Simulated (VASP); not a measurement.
# TiH2 (I4/mmm) in VASP: single point with PBEsol

Aim: the single point of TiH2 with PBEsol.

Program: VASP 6.6.1. These are calculated values, not measurements. Logs are shortened: lines on timing, memory, paths and dates and some standing lists are left out, and cuts for length are marked.

## Step 1: The cell of the first run

The structure is tetragonal, space group I4/mmm (No. 139). The conventional cell has a = 3.134 Å, b = 3.134 Å, c = 3.988 Å, α = 90.00°, β = 90.00°, γ = 90.00°. Ti (site symmetry 4/mmm) is surrounded by 8 H at 1.86 Å. H (site symmetry -4m2) has 4 Ti at 1.86 Å and 2 H at 1.99 Å as nearest neighbours.

## Step 2: Single point, PBEsol (strain -0.1000 x Voigt [0, 0, 1, 0, 0, 0], atoms carried along)

Input file INCAR:

```
SYSTEM = TiH2
  PREC = Accurate
  ENCUT = 520
  EDIFF = 1E-6
  ISMEAR = 0
  SIGMA = 0.15
  LREAL = .False.
  LASPH = .True.
  NELM = 100
  ALGO = Fast
  ISIF = 2
  LWAVE = .False.
  LCHARG = .True.
  GGA = PS
  LELF = .True.
  LVHAR = .True.
  NBANDS = 14
```

Input file KPOINTS:

```
regular mesh
0
Gamma
  18 18 18
  0 0 0
```

Input file POSCAR:

```
TiH2
1.0
    0.0000000000      2.2158000000      1.9942200000
    2.2158000000      0.0000000000      1.9942200000
    2.2158000000      2.2158000000      0.0000000000
Ti H
1 2
Direct
    0.0000000000      0.0000000000      0.0000000000
    0.2500000000      0.2500000000      0.2500000000
    0.7500000000      0.7500000000      0.7500000000
```

Potentials or basis: VASP PAW PBE potentials, release 64 (Ti_sv, H).

Launch:

```
cat potpaw_PBE.64/Ti_sv/POTCAR potpaw_PBE.64/H/POTCAR > POTCAR
mpirun -np 1 vasp_std > vasp.out
```

OUTCAR:

```text
SYSTEM = TiH2
   PREC = Accurate
   ENCUT = 520
   EDIFF = 1E-6
   ISMEAR = 0
   LREAL = .False.
   LASPH = .True.
   NELM = 100
   ISIF = 2
   GGA = PS

 ion  position               nearest neighbor table
   1  0.000  0.000  0.000-   3 1.86   3 1.86   2 1.86   3 1.86   2 1.86   2 1.86   3 1.86   2 1.86

   2  0.250  0.250  0.250-   1 1.86   1 1.86   1 1.86   1 1.86
   3  0.750  0.750  0.750-   1 1.86   1 1.86   1 1.86   1 1.86

  LATTYP: Found a body centered tetragonal cell.
 ALAT       =     3.1336144115
 C/A-ratio  =     1.2727922061

  Lattice vectors:

 A1 = (   0.0000000000,  -2.2158000000,  -1.9942200000)
 A2 = (   0.0000000000,   2.2158000000,  -1.9942200000)
 A3 = (   2.2158000000,   0.0000000000,   1.9942200000)

Analysis of symmetry for initial positions (statically):
=====================================================================
 Subroutine PRICEL returns:
 Original cell was already a primitive cell.

 Routine SETGRP: Setting up the symmetry group for a
 body centered tetragonal supercell.

 Subroutine GETGRP returns: Found 16 space group operations
 (whereof 16 operations were pure point group operations)
 out of a pool of 16 trial point group operations.

The static configuration has the point symmetry D_4h.

Analysis of symmetry for dynamics (positions and initial velocities):
=====================================================================
 Subroutine PRICEL returns:
 Original cell was already a primitive cell.

 Routine SETGRP: Setting up the symmetry group for a
 body centered tetragonal supercell.

 Subroutine GETGRP returns: Found 16 space group operations
 (whereof 16 operations were pure point group operations)
 out of a pool of 16 trial point group operations.

The dynamic configuration has the point symmetry D_4h.

 Subroutine INISYM returns: Found 16 space group operations
 (whereof 16 operations are pure point group operations),
 and found     1 'primitive' translations

----------------------------------------------------------------------------------------

                                     Primitive cell

  volume of cell :      19.5823

  direct lattice vectors                    reciprocal lattice vectors
     0.000000000  2.215800000  1.994220000    -0.225652135  0.225652135  0.250724594
     2.215800000  0.000000000  1.994220000     0.225652135 -0.225652135  0.250724594
     2.215800000  2.215800000  0.000000000     0.225652135  0.225652135 -0.250724594

  length of vectors
     2.981054016  2.981054016  3.133614412     0.405833209  0.405833209  0.405833209

  position of ions in fractional coordinates (direct lattice)
     0.000000000  0.000000000  0.000000000
     0.250000000  0.250000000  0.250000000
     0.750000000  0.750000000  0.750000000

[... 96 lines left out ...]
     AMIX     =   0.40;   BMIX     =  1.00
     AMIX_MAG =   1.60;   BMIX_MAG =  1.00
  volume/ion in A,a.u.               =       6.53        44.05
  Fermi-wavevector in a.u.,A,eV,Ry     =   1.463848  2.766272 29.155275  2.142852
  Thomas-Fermi vector in A             =   2.579895
   LORBIT       =      0    0 simple, 1 ext, 2 COOP (PROOUT), +10 PAW based schemes
   GGA     = PS    functional components
   LHFCALC =     F    Hartree Fock is set to
   AEXX    =    0.0000 exact exchange contribution
   IVDW    =     0    specifies the selected vdW correction
   LEPSILON=     F    determine dielectric tensor
   LRPA    =     F    only Hartree local field effects (RPA)
 non-spin polarized calculation
 RMM-DIIS sequential band-by-band and
 Gauss-broadening in eV      SIGMA  =   0.15
  energy-cutoff  :      520.00
  volume of cell :       19.58
 maximum number of plane-waves:       543
 NGX is ok and might be reduce to    24
   NGX = 11   NGY = 11   NGZ = 11

 number of electron      14.0000004 magnetization

 Free energy of the ion-electron system (eV)
  ---------------------------------------------------
  ext. energy  EPLUGINS =         0.00000000
  ---------------------------------------------------
  free energy    TOTEN  =       -16.60321631 eV

  energy without entropy =      -16.59410251  energy(sigma->0) =      -16.59865941

 E-fermi :   8.6664     XC(G=0): -12.1985

 val. band max:        8.6647660689   @ k =   0.1667   0.1667   0.0000
 cond. band min:       8.6674605765   @ k =  -0.3889   0.1667   0.0000
 fundamental gap:      0.0026945075
 Fermi energy:         8.6663947371

 k-point     1 :       0.0000    0.0000    0.0000
  band No.  band energies     occupation
      1     -48.1595      2.00000
      2     -24.2788      2.00000
      3     -24.2788      2.00000
      4     -24.2454      2.00000
      5      -2.3491      2.00000
      6       8.2321      1.99996
      7       8.2321      1.99996
      8       8.7745      0.30811
      9       9.6498      0.00000
     10       9.9347      0.00000
     11      10.7195      0.00000
     12      23.8805      0.00000
     13      24.6330      0.00000
     14      24.6330      0.00000
[... 377 lines left out ...]
      1     -48.1158      2.00000
      2     -24.5372      2.00000
      3     -24.3236      2.00000
      4     -24.2928      2.00000
      5      -0.9048      2.00000
      6       4.9820      2.00000
      7       8.5238      1.82112
      8       8.9575      0.00607
      9       9.9312      0.00000
     10      10.5905      0.00000
     11      13.8857      0.00000
     12      19.0234      0.00000
     13      22.4329      0.00000
     14      24.9264      0.00000

 [... further k-points ...]

------------------------ aborting loop because EDIFF is reached ----------------------------------------

  FORCE on cell =-STRESS in cart. coord.  units (eV):
  Direction    XX          YY          ZZ          XY          YZ          ZX
  --------------------------------------------------------------------------------------
  -------------------------------------------------------------------------------------
  Total        1.2838987      1.2838987      1.3474509      0.0000000     -0.0000000      0.0000000
  in kB      105.0454338    105.0454338    110.2451169      0.0000000     -0.0000000      0.0000000
  external PRESSURE =     106.7786615 kB  Pullay stress =       0.0000000 kB

 VOLUME and BASIS-vectors are now :
 -----------------------------------------------------------------------------
  energy-cutoff  :      520.00
  volume of cell :       19.58
      direct lattice vectors                 reciprocal lattice vectors
     0.000000000  2.215800000  1.994220000    -0.225652135  0.225652135  0.250724594
     2.215800000  0.000000000  1.994220000     0.225652135 -0.225652135  0.250724594
     2.215800000  2.215800000  0.000000000     0.225652135  0.225652135 -0.250724594

 POSITION                                       TOTAL-FORCE (eV/Angst)
 -----------------------------------------------------------------------------------
      0.00000      0.00000      0.00000         0.000000      0.000000     -0.000000
      1.10790      1.10790      0.99711        -0.000000     -0.000000      0.000000
      3.32370      3.32370      2.99133         0.000000      0.000000      0.000000
 -----------------------------------------------------------------------------------
    total drift:                               -0.000000     -0.000000      0.000000

  FREE ENERGIE OF THE ION-ELECTRON SYSTEM (eV)
  ---------------------------------------------------
  free  energy   TOTEN  =       -16.6032163142 eV

  energy  without entropy=      -16.5941025149  energy(sigma->0) =      -16.59865941
```

OSZICAR:

```text
N       E                     dE             d eps       ncg     rms          rms(c)
DAV:   1     0.980663568234E+02    0.98066E+02   -0.71934E+03 13494   0.119E+03
DAV:   2    -0.140028586506E+02   -0.11207E+03   -0.10761E+03 14304   0.310E+02
DAV:   3    -0.189287736903E+02   -0.49259E+01   -0.48845E+01 17876   0.659E+01
DAV:   4    -0.190298744839E+02   -0.10110E+00   -0.10103E+00 15004   0.835E+00
DAV:   5    -0.190322680969E+02   -0.23936E-02   -0.23936E-02 15766   0.116E+00    0.158E+01
RMM:   6    -0.166773371997E+02    0.23549E+01   -0.30311E+00 16156   0.181E+01    0.399E+00
RMM:   7    -0.165919361388E+02    0.85401E-01   -0.63358E-01 17334   0.543E+00    0.134E+00
RMM:   8    -0.165984425825E+02   -0.65064E-02   -0.16856E-01 17644   0.442E+00    0.102E+00
RMM:   9    -0.166062340016E+02   -0.77914E-02   -0.89337E-02 18882   0.239E+00    0.767E-01
RMM:  10    -0.166021658868E+02    0.40681E-02   -0.23510E-02 18939   0.166E+00    0.127E-01
RMM:  11    -0.166027610765E+02   -0.59519E-03   -0.69200E-03 19764   0.677E-01    0.336E-02
RMM:  12    -0.166030581836E+02   -0.29711E-03   -0.24024E-03 20943   0.306E-01    0.333E-02
RMM:  13    -0.166031677096E+02   -0.10953E-03   -0.76688E-04 20917   0.211E-01    0.306E-02
RMM:  14    -0.166031947633E+02   -0.27054E-04   -0.32084E-04 20238   0.111E-01    0.359E-02
RMM:  15    -0.166032084914E+02   -0.13728E-04   -0.88108E-05 19902   0.541E-02    0.261E-02
RMM:  16    -0.166032131554E+02   -0.46640E-05   -0.35465E-05 17496   0.312E-02    0.235E-02
RMM:  17    -0.166032156897E+02   -0.25343E-05   -0.20710E-05 18066   0.383E-02    0.463E-04
RMM:  18    -0.166032163142E+02   -0.62451E-06   -0.60805E-06 15003   0.156E-02
   1 F= -.16603216E+02 E0= -.16598659E+02  d E =-.911380E-02
```

stdout:

```text
POSCAR found type information on POSCAR TiH
 POSCAR found :  2 types and       3 ions
 scaLAPACK will be used
 -----------------------------------------------------------------------------
|                                                                             |
|                                                                             |
|     You enforced a specific xc type in the INCAR file but a different       |
|     I HOPE YOU KNOW WHAT YOU ARE DOING!                                     |
|                                                                             |
 -----------------------------------------------------------------------------

 LDA part: xc-table for (Slater+PW92), standard interpolation
 POSCAR, INCAR and KPOINTS ok, starting setup
 FFT: planning ... GRIDC
 FFT: planning ... GRID_SOFT
 FFT: planning ... GRID
 WAVECAR not read
 entering main loop
WARNING in EDDRMM: call to ZHEGV failed, returncode =   6  3      6
WARNING in EDDRMM: call to ZHEGV failed, returncode =   6  3     14
WARNING in EDDRMM: call to ZHEGV failed, returncode =   6  3     13
WARNING in EDDRMM: call to ZHEGV failed, returncode =   6  3      9
```

It took 1.9 min on 1 thread of AMD EPYC 9R45 (Zen 5), shared host; peak memory 0.22 GiB.

What came out:

| Item | Value |
| --- | --- |
| Free energy | -16.6032 eV |
| Pressure | 10.7 GPa |
| Band gap on the k mesh | none (metal or under the smearing width) |

Caveat: the PAW data sets were made with another functional, which shifts forces and pressure a little.
